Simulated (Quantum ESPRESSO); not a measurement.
## PtSe2 in Quantum ESPRESSO: the effect of Hubbard term

PtSe2:

```
Pt Se
1.0
     3.72400    0.00000    0.00000
    -1.86200    3.22508    0.00000
     0.00000    0.00000    5.06200
Pt Se
1 2
Cartesian
  0.0000 0.0000 0.0000
  0.0000 2.1501 1.2655
  1.8620 1.0750 3.7965
```

Alike in all runs:

* Program: Quantum ESPRESSO 7.5
* Task: single point
* Functional: PBE
* Potentials or basis: GBRV 1.5 PBE
* Cutoff: 612 eV
* Density cutoff: 4898 eV
* k mesh: 6 × 6 × 4
* Occupations: gaussian, width 0.05 eV
* Spin: collinear spin, ferromagnetic start
* Starting moments: [4.0, 0.0, 0.0] μB
* Hubbard projectors: ortho-atomic
* Double: 1
* Start of the occupations: atomic
* Moments locked: none
* Magnetic state asked for: fm
* Formal shell electrons: 1 d6

```tsv
Hubbard term	largest force (eV/Å)
none	0.55
Pt d U = 1 eV	0.57
Pt d U = 2 eV	?
Pt d U = 3 eV	0.62
Pt d U = 4 eV	0.65
Pt d U = 5 eV	0.69
Pt d U = 6 eV	0.73
Pt d U = 8 eV	0.80
```

What does the run with Hubbard term Pt d U = 2 eV give?

Largest force 0.59 eV/Å.

Worked out: A parabola through the other rows of the largest force, of slope 0.0265 eV/Å per eV there, gives 0.60 eV/Å, against the run's 0.59.
